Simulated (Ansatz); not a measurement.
# SiC (NiAs type): independent-particle optics

Aim: the dielectric function of SiC (NiAs type) in the independent-particle picture, and how it depends on the functional. The runs, in order: optics with PBE on 9×9×4; optics with r2SCAN on 9×9×4.

Computed with Ansatz 0.2.0 (plane waves, PAW; no local fields, no excitons, unless a step's input says otherwise).

### Step 1. The system as given

The structure is hexagonal, space group P6_3/mmc (No. 194). The conventional cell has a = 2.857 Å, b = 2.857 Å, c = 4.702 Å, α = 90.00°, β = 90.00°, γ = 120.00°. Around Si (site symmetry -3m) lie 6 C at 2.03 Å. C (site symmetry -6m2) has 6 Si at 2.03 Å in its first shell of neighbours.

Coordinates:

```cif
data_structure
_symmetry_space_group_name_H-M 'P6_3/mmc'
_symmetry_Int_Tables_number 194
_cell_length_a 2.8569
_cell_length_b 2.8569
_cell_length_c 4.7020
_cell_angle_alpha 90.000
_cell_angle_beta 90.000
_cell_angle_gamma 120.000
_cell_volume 33.23
loop_
_atom_site_label
_atom_site_type_symbol
_atom_site_symmetry_multiplicity
_atom_site_Wyckoff_symbol
_atom_site_fract_x
_atom_site_fract_y
_atom_site_fract_z
_atom_site_occupancy
Si1 Si 2 a 0.00000 0.00000 0.00000 1
C1 C 2 c 0.33333 0.66667 0.25000 1
```

Cell and atoms come from an earlier r2SCAN relaxation.

### Step 2. Optics, PBE

Contents of input.yaml:

```yaml
crystal:
  lattice:
    - [2.856852842, 0.0, 0.0]
    - [-1.428426421, 2.474107136, 0.0]
    - [0.0, 0.0, 4.7019938879]
  atoms:
    - { symbol: Si, position: [0.0, 0.0, 0.0] }
    - { symbol: Si, position: [0.0, 0.0, 0.5] }
    - { symbol: C, position: [0.3333333333, 0.6666666667, 0.25] }
    - { symbol: C, position: [0.6666666667, 0.3333333333, 0.75] }
kpoints:
  mp_grid: { grid: [9, 9, 4] }
hamiltonian:
  xc: pbe
scf:
  occupations: { method: fermi_dirac, width: 0.02 }
output:
  optics:
    e_range: [0, 12]
    de: 0.05
    sigma: 0.1
    bands: { spectra_wanted_up_to: 12 }
  write_density: true
  write_potential: true
  elf: true
  volumetric_format: npy
```

Run with:

```console
> ansatz run input.yaml --threads 4 --pin off --max-ram 3686MiB --backend cpu --events-out ev --progress --plain --runs-dir out
```

Output:

```text
Warning: RAYON_NUM_THREADS=4 ignored (pool sized by the plan → 4); use --threads N
Engine: ansatz 0.2.0, aarch64-unknown-linux-gnu
Pseudopotentials: kind: paw
Pseudopotential: Si, paw, valence charge 4, recommended cutoff 420 eV (normal), Si.paw.azcp
Pseudopotential: C, paw, valence charge 4, recommended cutoff 420 eV (normal), C.paw.azcp
Functional definition: PBE
  parameter kappa = 0.804
  parameter beta = 0.06672455060314922
  exchange = pbe_x(kappa = kappa, mu = beta*pi^2/3)
  correlation = pbe_c(beta = beta)
Crystal: 4 atoms, lattice volume = 33.234 Å³
Basis set: ecut = 420 eV, 651 PW (Γ)
Bands: 12, of which v1, the nominal top of the filled ones, is band 8 counted from 1 (7 counted from 0)
Symmetry: 24 space group operations
Space group: P63/mmc (ITA 194), of the structure as read, at distance tolerance 3.2e-5 Å
k-points: 36 of 324
Non-local potential: Si, projectors of the file, l = 0: 2, l = 1: 2, l = 2: 2
Non-local potential: C, projectors of the file, l = 0: 2, l = 1: 2, l = 2: 1
PAW form: soft (Blöchl's): semilocal exchange-correlation on the pseudo side does not see the compensation charge
PAW one-centre angular grid: Si, 110 points (default); XC on 64 Gauss nodes
PAW one-centre angular grid: C, 110 points (default); XC on 64 Gauss nodes
Initial density: superposition of atomic densities (neutral atoms: chi_scale 0, normalization atom), corrected by the library's trained network
Initial wavefunctions: pseudopotential atomic-orbital guess
Functional: x = pbe(κ = 0.804, μ = 0.2195149727645171), c = pbe(β = 0.06672455060314922)
SCF iter   1: F=—  HF=-1771.185176 eV  |F-HF|=—  |Δ(HF+E_count)|=         —  Δρ=4.56e-3  dr2=4.62e-3  ethr=1.77e-3  ⟨swp⟩=6.0  Hψ=2939  notcnv=0
preconditioner: auto → none  [insulator: Δε(μ)=0.192 eV  Ē_g=12.481 eV  σ=0.020 eV  W_gap=0.94  n_scr=2 (ndim 8)  ℏωp=25.8 eV  f_vac=0.000  D(μ)=0.30/eV (n_scr^D=0)  ε∞_Penn≈5.3]
SCF iter   2: F=—  HF=-1771.184972 eV  |F-HF|=—  |Δ(HF+E_count)|=   2.05e-4  Δρ=1.99e-3  dr2=7.30e-4  ethr=2.89e-5  ⟨swp⟩=2.4  Hψ=1114  notcnv=0
SCF iter   3: F=—  HF=-1771.185202 eV  |F-HF|=—  |Δ(HF+E_count)|=   2.30e-4  Δρ=4.94e-4  dr2=7.68e-5  ethr=4.56e-6  ⟨swp⟩=2.2  Hψ=787  notcnv=0
SCF iter   4: F=—  HF=-1771.185185 eV  |F-HF|=—  |Δ(HF+E_count)|=   1.69e-5  Δρ=1.71e-4  dr2=3.58e-6  ethr=4.80e-7  ⟨swp⟩=2.3  Hψ=662  notcnv=0
SCF iter   5: F=—  HF=-1771.185190 eV  |F-HF|=—  |Δ(HF+E_count)|=   5.49e-6  Δρ=4.31e-5  dr2=6.97e-7  ethr=2.24e-8  ⟨swp⟩=2.0  Hψ=717  notcnv=0
SCF iter   6: F=—  HF=-1771.185192 eV  |F-HF|=—  |Δ(HF+E_count)|=   1.57e-6  Δρ=1.42e-5  dr2=7.09e-8  ethr=4.36e-9  ⟨swp⟩=2.0  Hψ=680  notcnv=0
SCF iter   7: F=—  HF=-1771.185192 eV  |F-HF|=—  |Δ(HF+E_count)|=   1.95e-8  Δρ=5.60e-7  dr2=6.89e-11  ethr=4.43e-10  ⟨swp⟩=2.5  Hψ=676  notcnv=0
SCF iter   8: F=-1771.185192 eV  HF=-1771.185192 eV  |F-HF|=9.09e-13  |Δ(HF+E_count)|=  5.41e-11  Δρ=8.74e-8  dr2=2.48e-12  ethr=1.00e-12  ⟨swp⟩=3.0  Hψ=1160  notcnv=0
SCF 1 converged in 8 iterations: F = -1771.185192 eV  dr2 = 2.48e-12
NSCF: frozen V_eff on 36 k-points
Optics k sum: 0 of 36 k-points
[...]
WARN: output.optics: on 2 of the rows wanted, those up to 12.000 eV, the energy-loss function is not bounded in the bands left out, and is left empty along some axis. In full: what the bands over the 22 summed would add to eps1, eps2 and the energy-loss function is held between a lower and an upper bound (9 Lanczos steps). eps1, eps2 and their loss function (loss_summed_bands) are given on every row as the summed bands alone make them. Along an axis, on a row where the two bounds hold the loss function to about 1 % of the greater of itself and 0.5 % of |1/eps|, its cell (loss_completed) is given, with the completed eps1 and eps2 that it is formed of (a cell that is left empty reads nan in the table and null in the record). The two bounds hold it so along every axis on 238 of the 240 rows up to 12.000 eV; on the other 2, the lowest at 0.950 eV, those cells are left empty along some axis; the steps ended with no row wanted left that a further step could bound, as where the summed bands' own error is too great, or, of a sum inside the cells of its k-points, where these part, or are assumed to part, too far in what the bands left out add (a denser output.optics.nscf_kmesh narrows that). The run works to bound the rows up to 12.000 eV and no higher ones: a peak of the loss function over that energy may be left empty with no warning. To have the run work for it, set output.optics.bands.spectra_wanted_up_to to a higher energy. perfect_screening_sum, loss_f_sum_n_eff and, beside carriers, perfect_screening_limit are those of loss_summed_bands: over the bounded function the two sums would run over rows that are not all bounded, and lack what the bands left out lay past the top of the energy grid. Bounded is said of the bands left out alone, which are those that the basis at basis.ecutwfc holds: it says nothing of that cutoff, of the k-point mesh, of what the sum inside its cells errs by (eps2_relative_error), of the factors of all_electron_strengths, nor of how far the SCF is converged. The bands left out are taken at the k-points, and what their mean over the points' cells stands off that by is in neither bound: the run's estimate of it, which the test of a row counts in, is 0.36 % of |eps| at the most among the values given; where the mean stood off by over 0.5 % the points' spread read 0.1 to 3 times that
SCF converged after 8 iterations
Free energy (F): -1771.185192 eV
Harris-Foulkes:  -1771.185192 eV  (|F-HF|=9.09e-13)
Internal energy: -1771.184713 eV  (E = F + TS)
E sigma→0 (E₀):  -1771.184952 eV
Entropy (-TS):   -0.000479 eV (-0.120 meV/atom)
Fermi energy:    13.726502 eV
--- Per-component energies (eV) ---
  E_band       = 107.082163
  E_kinetic    = 280.097749
  E_local      = -111.209473  (includes V_loc(G=0)·N_el)
  E_nonlocal   = 99.925862
  E_hartree    = 39.452181
  E_xc         = -213.721947
  E_vxc        = -222.721382  (∫ρ·V_xc dr)
  E_paw        = -1223.579751  (= ΣΔE_a)
  E_vpaw       = -17.914968  (= ΣTr[D̂ρ^β])
  E_aug_tail   = 0.000023  (compensation charges beyond the density's cutoff)
  E_ewald      = -642.149355
  E_smearing   = -0.000479  (= −TS)
  E_closure    = -0.000000  (closes the sum)
  Σ components = -1771.185192   (vs F -1771.185192, Δ=0.00e0)
--- Band table (eV; the first three rows and the last of 36) ---
  k-point 0: bands = ["-4.4871", "0.5003", "2.4621", "13.0214", "13.0214", "13.5673", "13.5673", "14.0538", "19.2249", "19.6055", "21.6431", "22.0297"]
  k-point 1: bands = ["-4.1138", "-1.2266", "4.7995", "11.9827", "13.1397", "13.1397", "13.5346", "13.5346", "19.4266", "19.6353", "21.2681", "21.2681"]
  k-point 2: bands = ["-3.0069", "-3.0069", "8.3360", "8.3360", "13.3813", "13.3813", "13.3813", "13.3813", "19.6140", "19.6140", "20.8826", "20.8826"]
  k-point 35: bands = ["2.4467", "2.4467", "4.1928", "4.1928", "5.5971", "5.5971", "12.6635", "12.6635", "17.8504", "17.8504", "18.6354", "18.6354"]
```

Run time: 25 s. Hardware: 4 threads of Arm Neoverse V1, shared host; peak memory 0.6 GiB.

optics.tsv begins:

```
# eps2_relative_error = 0.0011
# drude_weight_relative_error = 0.0126
# drude_damping_ev = 0e0
# drude_plasma_energy_squared_ev2(xx yy zz xy xz yz) = 9.957765 9.957765 14.052127 -0.000000 -0.000000 -0.000000
# drude_plasma_energy_ev(xx yy zz) = 3.155593 3.155593 3.748617
# f_sum_n_eff(xx yy zz) = 13.190956 13.190956 13.355588 of n_electrons = 16.000000
# n_bands = 22
# n_bands_set_by = photon_energy
# valid_up_to_ev = 14.129136
```

The dielectric function from optics.tsv (yy equals xx), one row in 6 (narrow peaks fall between the rows):

```tsv
E (eV)	ε₂ xx	ε₂ zz	ε₁ xx	ε₁ zz
0.05	23.21	46.14	-3941.50	-5557.80
0.35	3.25	1.41	-74.06	-107.20
0.65	0.62	1.21	-13.93	-22.46
0.95	0.21	0.35	-0.37	-3.88
1.25	0.15	0.13	4.81	3.35
1.55	0.08	0.02	7.50	7.10
1.85	0.03	0.00	9.29	9.49
2.15	0.01	0.00	10.77	11.31
2.45	0.01	0.00	12.31	12.97
2.75	0.04	0.00	14.75	14.78
3.05	4.84	0.02	17.02	17.18
3.35	5.89	0.30	15.18	21.25
3.65	6.52	7.71	15.71	28.01
3.95	11.91	19.08	14.43	32.10
4.25	7.44	18.47	8.57	6.95
4.55	4.90	11.70	12.97	15.24
4.85	8.07	18.43	14.66	13.86
5.15	8.73	17.30	14.11	11.90
5.45	9.99	21.09	15.80	12.43
5.75	13.49	22.98	17.02	7.26
6.05	16.39	22.04	18.50	4.38
6.35	24.43	21.23	15.67	0.34
6.65	30.95	20.32	5.84	0.45
6.95	23.51	19.56	-0.08	-2.22
7.25	20.46	18.17	-4.47	-6.24
7.55	18.99	14.97	-3.00	-5.73
7.85	17.58	13.72	-5.96	-6.51
8.15	15.71	12.17	-7.15	-6.97
8.45	12.79	10.29	-8.86	-7.25
8.75	10.36	8.88	-8.16	-6.94
9.05	8.99	8.09	-7.57	-6.43
9.35	7.92	7.39	-7.36	-6.41
9.65	6.63	6.62	-7.36	-6.36
9.95	5.55	5.91	-6.57	-6.24
10.25	4.93	5.12	-6.10	-6.09
10.55	4.24	4.43	-5.71	-5.91
10.85	3.79	3.77	-5.16	-5.59
11.15	3.48	3.23	-4.84	-5.23
11.45	3.08	2.76	-4.52	-4.87
11.75	2.80	2.39	-4.18	-4.43
```

Tallest peaks of ε₂ (mean of the periodic axes): 36.9 at 0.10 eV, 27.4 at 6.65 eV, 22.5 at 7.10 eV. The bands are partly filled, so the low end hangs on the mesh and the damping.

### Step 3. Optics, r2SCAN

Changes to input.yaml since step 2:

```diff
@@ -13,3 +13,3 @@
 hamiltonian:
-  xc: pbe
+  xc: r2scan
 scf:
@@ -22,5 +22 @@
     bands: { spectra_wanted_up_to: 12 }
-  write_density: true
-  write_potential: true
-  elf: true
-  volumetric_format: npy
```

Run with:

```console
> ansatz run input.yaml --threads 4 --pin off --max-ram 3686MiB --backend cpu --events-out ev --progress --plain --runs-dir out
```

Output:

```text
Warning: RAYON_NUM_THREADS=4 ignored (pool sized by the plan → 4); use --threads N
[... 2 set-up lines as earlier in the session ...]
Pseudopotential: Si, paw, valence charge 4, recommended cutoff 500 eV (meta_gga), Si.paw.azcp
Pseudopotential: C, paw, valence charge 4, recommended cutoff 500 eV (meta_gga), C.paw.azcp
Functional definition: r2SCAN
  parameter k0 = 0.174
  parameter k1 = 0.065
  parameter a1 = 4.9479
  exchange = r2scan_x(k0 = k0, k1 = k1, a1 = a1)
  correlation = r2scan_c
Crystal: 4 atoms, lattice volume = 33.234 Å³
Basis set: ecut = 500 eV, 833 PW (Γ), exchange–correlation on 96×96×144 points (64 copies of the dense FFT grid, shifted against one another)
Bands: 12, of which v1, the nominal top of the filled ones, is band 8 counted from 1 (7 counted from 0)
[... 2 set-up lines as earlier in the session ...]
k-points: 36 of 324
[... 3 set-up lines as earlier in the session ...]
PAW frozen core: Si, regenerated for the run's functional (the file was generated under x = pbe(κ = 0.804, μ = 0.2195149727645171), c = pbe(β = 0.06672455060314922))
PAW frozen core: C, regenerated for the run's functional (the file was generated under x = pbe(κ = 0.804, μ = 0.2195149727645171), c = pbe(β = 0.06672455060314922))
PAW one-centre angular grid: Si, 302 points (default); XC on 160 Gauss nodes
PAW one-centre angular grid: C, 302 points (default); XC on 239 of its mesh's 2573 points in the sphere
[... 2 set-up lines as earlier in the session ...]
Functional: x = r2scan, c = r2scan; τ floored in thin density (d = 2e-4 eV/Å³)
SCF iter   1: F=—  HF=-1779.115336 eV  |F-HF|=—  |Δ(HF+E_count)|=         —  Δρ=1.12e-2  dr2=4.11e-2  dr2_τ=3.97e-1  ethr=1.77e-3  ⟨swp⟩=6.3  Hψ=3099  notcnv=0
preconditioner: auto → none  [insulator: Δε(μ)=0.083 eV  Ē_g=13.341 eV  σ=0.020 eV  W_gap=0.62  n_scr=2 (ndim 8)  ℏωp=25.8 eV  f_vac=0.000  D(μ)=1.18/eV (n_scr^D=2)  ε∞_Penn≈4.7]
SCF iter   2: F=—  HF=-1779.262337 eV  |F-HF|=—  |Δ(HF+E_count)|=   1.47e-1  Δρ=6.09e-3  dr2=6.74e-3  dr2_τ=4.29e-4  ethr=2.57e-4  ⟨swp⟩=2.3  Hψ=1169  notcnv=0
SCF iter   3: F=—  HF=-1779.262843 eV  |F-HF|=—  |Δ(HF+E_count)|=   5.06e-4  Δρ=1.31e-3  dr2=3.23e-4  dr2_τ=7.33e-5  ethr=4.21e-5  ⟨swp⟩=3.1  Hψ=864  notcnv=0
SCF iter   4: F=—  HF=-1779.262923 eV  |F-HF|=—  |Δ(HF+E_count)|=   8.01e-5  Δρ=3.04e-4  dr2=2.82e-5  dr2_τ=1.98e-6  ethr=2.02e-6  ⟨swp⟩=2.4  Hψ=690  notcnv=0
SCF iter   5: F=—  HF=-1779.262919 eV  |F-HF|=—  |Δ(HF+E_count)|=   3.90e-6  Δρ=1.04e-4  dr2=3.10e-6  dr2_τ=2.00e-7  ethr=1.76e-7  ⟨swp⟩=2.0  Hψ=680  notcnv=0
SCF iter   6: F=—  HF=-1779.262914 eV  |F-HF|=—  |Δ(HF+E_count)|=   4.77e-6  Δρ=2.84e-5  dr2=2.44e-7  dr2_τ=2.56e-9  ethr=1.94e-8  ⟨swp⟩=2.3  Hψ=723  notcnv=0
SCF iter   7: F=—  HF=-1779.262918 eV  |F-HF|=—  |Δ(HF+E_count)|=   3.76e-6  Δρ=3.42e-6  dr2=3.64e-9  dr2_τ=3.33e-11  ethr=1.53e-9  ⟨swp⟩=2.4  Hψ=690  notcnv=0
SCF iter   8: F=—  HF=-1779.262918 eV  |F-HF|=—  |Δ(HF+E_count)|=   1.05e-9  Δρ=2.18e-7  dr2=1.20e-11  dr2_τ=1.50e-13  ethr=2.28e-11  ⟨swp⟩=2.0  Hψ=705  notcnv=0
SCF iter   9: F=-1779.262918 eV  HF=-1779.262918 eV  |F-HF|=4.55e-13  |Δ(HF+E_count)|=  5.00e-12  Δρ=3.64e-8  dr2=4.82e-13  dr2_τ=1.91e-14  ethr=1.00e-12  ⟨swp⟩=2.5  Hψ=953  notcnv=0
SCF 1 converged in 9 iterations: F = -1779.262918 eV  dr2 = 4.82e-13
NSCF: frozen V_eff on 36 k-points
Optics k sum: 0 of 36 k-points
[...]
WARN: output.optics: on 2 of the rows wanted, those up to 12.000 eV, the energy-loss function is not bounded in the bands left out, and is left empty along some axis. In full: what the bands over the 22 summed would add to eps1, eps2 and the energy-loss function is held between a lower and an upper bound (9 Lanczos steps). eps1, eps2 and their loss function (loss_summed_bands) are given on every row as the summed bands alone make them. Along an axis, on a row where the two bounds hold the loss function to about 1 % of the greater of itself and 0.5 % of |1/eps|, its cell (loss_completed) is given, with the completed eps1 and eps2 that it is formed of (a cell that is left empty reads nan in the table and null in the record). The two bounds hold it so along every axis on 238 of the 240 rows up to 12.000 eV; on the other 2, the lowest at 0.850 eV, those cells are left empty along some axis; the steps ended with no row wanted left that a further step could bound, as where the summed bands' own error is too great, or, of a sum inside the cells of its k-points, where these part, or are assumed to part, too far in what the bands left out add (a denser output.optics.nscf_kmesh narrows that). The run works to bound the rows up to 12.000 eV and no higher ones: a peak of the loss function over that energy may be left empty with no warning. To have the run work for it, set output.optics.bands.spectra_wanted_up_to to a higher energy. perfect_screening_sum, loss_f_sum_n_eff and, beside carriers, perfect_screening_limit are those of loss_summed_bands: over the bounded function the two sums would run over rows that are not all bounded, and lack what the bands left out lay past the top of the energy grid. Bounded is said of the bands left out alone, which are those that the basis at basis.ecutwfc holds: it says nothing of that cutoff, of the k-point mesh, of what the sum inside its cells errs by (eps2_relative_error), of the factors of all_electron_strengths, nor of how far the SCF is converged. The bands left out are taken at the k-points, and what their mean over the points' cells stands off that by is in neither bound: the run's estimate of it, which the test of a row counts in, is 0.30 % of |eps| at the most among the values given; where the mean stood off by over 0.5 % the points' spread read 0.1 to 3 times that
SCF converged after 9 iterations
Free energy (F): -1779.262918 eV
Harris-Foulkes:  -1779.262918 eV  (|F-HF|=4.55e-13)
Internal energy: -1779.261311 eV  (E = F + TS)
E sigma→0 (E₀):  -1779.262114 eV
Entropy (-TS):   -0.001607 eV (-0.402 meV/atom)
Fermi energy:    13.922727 eV
--- Per-component energies (eV) ---
  E_band       = 100.915460
  E_kinetic    = 280.873849
  E_local      = -109.566840  (includes V_loc(G=0)·N_el)
  E_nonlocal   = 96.260546
  E_hartree    = 40.522444
  E_xc         = -204.979711
  E_vxc        = -241.546357  (∫ρ·V_xc dr)
  E_paw        = -1240.019847  (= ΣΔE_a)
  E_vpaw       = -17.834324  (= ΣTr[D̂ρ^β])
  E_aug_tail   = 0.000016  (compensation charges beyond the density's cutoff)
  E_vtau       = 11.683690  (kinetic-family band-sum trace: ∫τ·v_τ [+ j·A + Jᵃ·Aᵃ] dr)
  E_ewald      = -642.149355
  E_core_change = -0.202413  (= ΣΔE_core)
  E_smearing   = -0.001607  (= −TS)
  E_closure    = 0.000000  (closes the sum)
  Σ components = -1779.262918   (vs F -1779.262918, Δ=0.00e0)
--- Band table (eV; the first three rows and the last of 36) ---
  k-point 0: bands = ["-5.4565", "-0.3440", "1.9952", "12.9507", "12.9507", "13.5764", "13.5764", "14.0872", "19.5399", "19.9874", "22.2247", "22.5954"]
  k-point 1: bands = ["-5.0667", "-2.0656", "4.3596", "11.8942", "13.0808", "13.0808", "13.5333", "13.5333", "19.7777", "20.0106", "21.7548", "21.7548"]
  k-point 2: bands = ["-3.9120", "-3.9120", "8.0565", "8.0565", "13.3514", "13.3514", "13.3514", "13.3514", "19.9783", "19.9783", "21.3460", "21.3460"]
  k-point 35: bands = ["1.6485", "1.6485", "3.7544", "3.7544", "5.2606", "5.2606", "12.5844", "12.5844", "18.3096", "18.3096", "19.0431", "19.0431"]
```

It took 26 s on 4 threads of Arm Neoverse V1, shared host; peak memory 0.66 GiB.

optics.tsv begins:

```
# eps2_relative_error = 0.0013
# drude_weight_relative_error = 0.2022
# drude_damping_ev = 0e0
# drude_plasma_energy_squared_ev2(xx yy zz xy xz yz) = 6.943454 6.943454 10.316791 -0.000000 -0.000000 -0.000000
# drude_plasma_energy_ev(xx yy zz) = 2.635043 2.635043 3.211976
# f_sum_n_eff(xx yy zz) = 13.933008 13.933008 14.109758 of n_electrons = 16.000000
# n_bands = 22
# n_bands_set_by = photon_energy
# valid_up_to_ev = 15.121632
```

The dielectric function from optics.tsv (yy equals xx), one row in 15 (narrow peaks fall between the rows):

```
E (eV)  ε₂ xx  ε₂ zz     ε₁ xx     ε₁ zz
  0.05  17.31  37.89  -2747.60  -4076.20
  0.80   0.21   0.50     -1.19     -5.88
  1.55   0.06   0.02      7.58      7.14
  2.30   0.01   0.00     10.20     10.72
  3.05   0.00   0.00     13.21     13.68
  3.80   5.44   0.33     14.31     20.18
  4.55  10.01  26.62      9.32     13.66
  5.30   6.99  16.85     14.38     15.13
  6.05  11.03  21.72     15.99     10.50
  6.80  21.79  21.10     17.07      1.37
  7.55  23.41  18.86     -1.33     -1.93
  8.30  17.67  13.91     -4.71     -5.85
  9.05  11.84   9.43     -8.19     -6.44
  9.80   8.14   7.60     -6.86     -5.85
 10.55   5.47   5.89     -6.22     -5.68
 11.30   3.94   4.27     -5.23     -5.48
```

Tallest peaks of ε₂ (mean of the periodic axes): 27.3 at 0.10 eV, 25.3 at 7.20 eV, 17.0 at 8.10 eV. The bands are partly filled, so the low end hangs on the mesh and the damping.

### Step 4. The levels side by side

```csv
level,mesh,tallest peak of ε₂,time
PBE,9×9×4,36.9 at 0.10 eV,25 s
r2SCAN,9×9×4,27.3 at 0.10 eV,26 s
```

### Step 5. Results

| quantity | value |
| --- | --- |
| tallest peak of ε₂, PBE | 36.9 at 0.10 eV |
| tallest peak of ε₂, r2SCAN | 27.3 at 0.10 eV |

What this shows: The bands overlap (by 1.2 to 1.5 eV on the mesh), so no ε∞ is quoted there; free carriers add a Drude term, which without damping shows in ε₁ alone. For such bands the peaks and the Drude weight on a 9×9×4 mesh aren't converged.
